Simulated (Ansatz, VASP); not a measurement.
# Al4H6O9 (hydroxylated alpha-Al2O3(0001)) in two plane-wave programs

Wanted: the spread between two codes on one cell, functional and k mesh. The cell is taken from a series of runs on this material, whose earlier steps may have relaxed, scaled, displaced or heated it; both programs get it as it stands.

Calculated with Ansatz 0.2.0; plane waves, with VASP 6.6.1 beside it; PBE with D3(BJ).

### Step 1. The structure

The cell holds 76 atoms: 16 Al, 36 O and 24 H. Its edges and angles: a = 9.580 Å, b = 9.580 Å, c = 22.300 Å, α = 90.0°, β = 90.0°, γ = 120.0°. It derives from Al2O3 (hydroxylated alpha-Al2O3(0001)). As first built, before any earlier steps moved the atoms or strained the cell (in the runner's words): corundum (0001), 2 x 2 cells, three layers of O, the outer two all OH (lattice constants typed as starting values near PBE's), lower atoms held. Vacuum lies along c.

### Step 2. VASP: single point, PBE with D3(BJ)

A single point takes one fixed geometry, so differences don't come from the geometry; what else differs is listed under the comparison.

Lines of VASP's logs that name or quote its potential files are left out, and so is its time.

Contents of INCAR:

```
SYSTEM = Al4H6O9
PREC = Accurate
ENCUT = 520
EDIFF = 1E-06
NELM = 120
ISMEAR = -1
SIGMA = 0.025
LREAL = Auto
ALGO = Normal
GGA = PE
IVDW = 12
NBANDS = 200
LORBIT = 11
LWAVE = .FALSE.
LCHARG = .FALSE.
ISIF = 2
LASPH = .TRUE.
GGA_COMPAT = .FALSE.
EFERMI = MIDGAP
NCORE = 2
```

Contents of POSCAR:

```
Al4H6O9
1.0
    9.5800000000      0.0000000000      0.0000000000
   -4.7900000000      8.2965200000      0.0000000000
    0.0000000000      0.0000000000     22.3000000000
Al O H
16 36 24
Direct
    0.0046600000      0.9996700000      0.1450600000
    0.3414200000      0.1734100000      0.2280800000
    0.1724300000      0.3344700000      0.1296000000
    0.1715300000      0.3337000000      0.2445200000
    0.0072000000      0.5040200000      0.1434100000
    0.3368500000      0.6697700000      0.2281800000
    0.1806800000      0.8417700000      0.1301000000
    0.1751200000      0.8380900000      0.2439800000
    0.5093000000      0.0047800000      0.1435100000
    0.8409800000      0.1690200000      0.2290800000
    0.6721900000      0.3389200000      0.1289500000
    0.6757300000      0.3326600000      0.2425700000
    0.5026900000      0.5041700000      0.1444600000
    0.8391500000      0.6694300000      0.2275700000
    0.6754600000      0.8400300000      0.1284000000
    0.6701700000      0.8354100000      0.2427100000
    0.1602700000      0.9971300000      0.0889700000
    0.0068400000      0.1599200000      0.0907500000
    0.3459300000      0.3509900000      0.0885200000
    0.5004100000      0.1758200000      0.2831200000
    0.3340300000      0.3243500000      0.2838900000
    0.1825700000      0.0122100000      0.2822800000
    0.0166800000      0.3356000000      0.1851500000
    0.1730700000      0.1801000000      0.1861200000
    0.3258200000      0.4925500000      0.1863400000
    0.1596300000      0.4936300000      0.0878200000
    0.0216800000      0.6704600000      0.0869200000
    0.3514200000      0.8535900000      0.0894800000
    0.4965100000      0.6733600000      0.2841300000
    0.3330800000      0.8230800000      0.2842500000
    0.1762500000      0.5073200000      0.2806000000
    0.0182100000      0.8363300000      0.1870500000
    0.1713700000      0.6809200000      0.1864700000
    0.3297100000      0.9944400000      0.1865300000
    0.6638400000      0.0001500000      0.0896100000
    0.5103600000      0.1652800000      0.0895900000
    0.8434000000      0.3540000000      0.0865200000
    0.9992600000      0.1742600000      0.2836000000
    0.8352200000      0.3220200000      0.2827000000
    0.6805700000      0.0079400000      0.2824500000
    0.5196900000      0.3387500000      0.1860800000
    0.6747200000      0.1833300000      0.1856900000
    0.8301100000      0.4953900000      0.1845700000
    0.6570700000      0.4980900000      0.0875200000
    0.5079300000      0.6672700000      0.0914000000
    0.8466500000      0.8477700000      0.0892100000
    0.0012000000      0.6821400000      0.2856300000
    0.8229800000      0.8165900000      0.2864800000
    0.6897900000      0.5042000000      0.2855600000
    0.5182300000      0.8370300000      0.1866700000
    0.6700800000      0.6781400000      0.1871300000
    0.8288900000      0.9892600000      0.1874700000
    0.1007200000      0.9521100000      0.0521400000
    0.0272200000      0.1362200000      0.0506200000
    0.3456300000      0.2483400000      0.0878900000
    0.4867200000      0.2229200000      0.3194900000
    0.4309100000      0.4308300000      0.2857100000
    0.2275100000      0.0362900000      0.3221900000
    0.1122600000      0.4521700000      0.0489000000
    0.0738300000      0.6651600000      0.0504100000
    0.3578200000      0.7547600000      0.0872000000
    0.4731600000      0.7148800000      0.3200400000
    0.4351800000      0.9258700000      0.2851700000
    0.1989500000      0.5271500000      0.3228200000
    0.7692300000      0.0985400000      0.0872600000
    0.5290700000      0.1315200000      0.0508900000
    0.8534500000      0.4100800000      0.0491900000
    0.0074200000      0.0766500000      0.2854200000
    0.9411800000      0.4200800000      0.2839600000
    0.7375200000      0.0414600000      0.3202600000
    0.5922200000      0.4557300000      0.0515200000
    0.5164100000      0.6479300000      0.0493900000
    0.8409700000      0.7428200000      0.0878000000
    0.9892600000      0.7412100000      0.3186400000
    0.7583200000      0.7407200000      0.3175600000
    0.7594100000      0.5113800000      0.3184800000
```

Contents of KPOINTS:

```
Automatic mesh
0
Gamma
1 1 1
0 0 0
```

The projector-augmented-wave data sets are Al, O and H (PBE family, release 64).

Command:

```console
> mpirun -np 8 vasp_gam
```

Numbers of over 12 decimals in the logs are rounded to 6 here.

Log:

```text
[banner, memory and clock lines left out]
running    8 mpi-ranks, on    1 nodes
[...]
LDA part: xc-table for (Slater+PW92), standard interpolation
 POSCAR, INCAR and KPOINTS ok, starting setup
[...]
entering main loop
       N       E                     dE             d eps       ncg     rms          rms(c)
DAV:   1     0.269752001831E+04    0.26975E+04   -0.14684E+05   440   0.125E+03
DAV:   2    -0.140707664214E+03   -0.28382E+04   -0.27181E+04   504   0.316E+02
DAV:   3    -0.518615675521E+03   -0.37791E+03   -0.37600E+03   496   0.120E+02
DAV:   4    -0.527819269903E+03   -0.92036E+01   -0.91761E+01   480   0.216E+01
[...]
DAV:  26    -0.471320438222E+03   -0.42797E-05   -0.64166E-08   304   0.805E-04    0.539E-04
DAV:  27    -0.471320439444E+03   -0.12218E-05   -0.64772E-08   304   0.770E-04    0.197E-04
DAV:  28    -0.471320439795E+03   -0.35114E-06   -0.11175E-08   304   0.447E-04
   1 F= -.47975929E+03 E0= -.47975929E+03  d E =0.000000E+00
```

Parts of OUTCAR (step 2):

```text
  FREE ENERGIE OF THE ION-ELECTRON SYSTEM (eV)
  ---------------------------------------------------
  free  energy   TOTEN  =      -479.7592924820 eV

  energy  without entropy=     -479.7592924820  energy(sigma->0) =     -479.75929248
```

(Continued in part 2 of 2.)

[Lines on the potential files, build, host, timing and source positions are cut from VASP's logs without a mark.]

[Logs are printed without paths, hosts, clocks, repeated set-up lines and the standing remarks that a program may print on its own settings, such as how far it seeks lower states.]

[Hosts, paths, dates, database ids (printed as entryN), source tags and the programs' standing remarks are cut or masked in the printed files.]
